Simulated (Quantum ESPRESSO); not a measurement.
FeSi2 (Linzhiite):

```
Fe Si
1.0
     2.68400    0.00000    0.00000
     0.00000    2.68400    0.00000
     0.00000    0.00000    5.12800
Fe Si
1 2
Direct
  0.00000 0.00000 0.00000
  0.50000 0.50000 0.73000
  0.50000 0.50000 0.27000
```

Base run:

```yaml
Program: Quantum ESPRESSO 7.5
Functional: PBEsol
Potentials_or_basis: GBRV 1.5 PBEsol
Cutoff: 762 eV
Density_cutoff: 6095 eV
k_mesh: 8 × 8 × 4
Occupations: fermi-dirac, width 0.05 eV
Spin: collinear spin, ferromagnetic start
Starting_moments: "[3.0, 0.0, 0.0] μB"
Hubbard_terms: Fe d U = 6 eV
```

Its results: band gap on the k mesh none (metal or under the smearing width); pressure 18.5 GPa; net moment 1.90 μB per cell; site moments Fe +2.12; Si -0.07 μB; largest force 1.465 eV/Å.

The run is repeated on the same cell with these changes: hubbard terms from Fe d U = 6 eV to Fe d U = 5 eV. What comes out?

Band gap on the k mesh none (metal or under the smearing width); pressure 14.6 GPa; net moment 1.76 μB per cell; site moments Fe +1.97; Si -0.07 μB; largest force 1.237 eV/Å.

Caveats: the U is typed as a test and isn't derived for this compound; forces of over 1 eV/Å show positions far from the minimum, so gaps and moduli don't describe the material at rest.

Not every run made on this cell is shown here.
